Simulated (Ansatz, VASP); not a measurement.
# One calculation of CdS (Hawleyite), two programs

INCAR

```
  PREC = Accurate
  ENCUT = 520
  EDIFF = 1E-6
  ISMEAR = 0
  SIGMA = 0.01
  LREAL = F
  LASPH = T
  NELM = 100
  ALGO = Normal
  ISIF = 2
  LWAVE = F
  LCHARG = F
  GGA = CA
  NBANDS = 16
```

Contents of KPOINTS:

```
Automatic mesh
0
Gamma
  8 8 8
```

The input POSCAR:

```
CdS
1.0
    2.8638710040      2.8638710040      0.0000000000
   -2.8638710040      2.8638710040      0.0000000000
    0.0000000000      2.8638710040      2.8998018451
Cd S
1 1
Direct
    0.0000000000      0.0000000000      0.0000000000
    0.7500000000      0.2500000000      0.5000000000
```

Input for Ansatz:

```yaml
crystal:
  lattice:
    - [2.86387100397, 2.86387100397, 0.0]
    - [-2.86387100397, 2.86387100397, 0.0]
    - [0.0, 2.86387100397, 2.89980184507]
  atoms:
    - { symbol: Cd, position: [0.0, 0.0, 0.0] }
    - { symbol: S, position: [0.75, 0.25, 0.5] }
kpoints:
  mp_grid: { grid: [8, 8, 8] }
scf:
  occupations: { method: fixed }
  convergence: { dr2_threshold: 1.0e-10 }
hamiltonian:
  xc: lda
  pseudopotentials: { kind: all_electron, lapw: { basis_error: 0.0005 } }
output:
  forces: true
  stress: true
  eigenstates:
    kpoints:
      - [0.0, 0.0, 0.0]
      - [-0.5, -0.5, -0.5]
      - [-0.5, 0.5, 0.0]
      - [0.0, 0.0, -0.5]
      - [0.0, -0.5, -0.5]
      - [0.0, 0.5, 0.0]
      - [-0.5, 0.0, 0.0]
      - [-0.5, 0.0, -0.5]
  eigenvalues: true
```

Change from the starting cell: film at in-plane strain -0.005.

Alike in both runs: task single point; functional LDA; k mesh 8 × 8 × 8; no spin polarisation.

|  | VASP | Ansatz |
| --- | --- | --- |
| version | VASP 6.6.1 | Ansatz 0.2.0 |
| potentials or method | VASP PAW LDA potentials, release 64 (Cd, S) | all-electron LAPW, scalar-relativistic |
| plane-wave cutoff (eV) | 520 | see its input |
| occupations | gaussian, width 0.01 eV | fixed |

VASP gave:

```
gap on the k mesh at the Fermi level (eV)       : 0.97
pressure (GPa)                                  : 0.7
largest component of the traceless stress (GPa) : 0.17
```

Task: Estimate Ansatz's values.

Result: gap on the k mesh at the Fermi level (eV): 0.94; pressure (GPa): 0.2; largest component of the traceless stress (GPa): 0.17.

Ansatz ran all-electron here, so the differences hold the error of VASP's frozen core and of both bases.
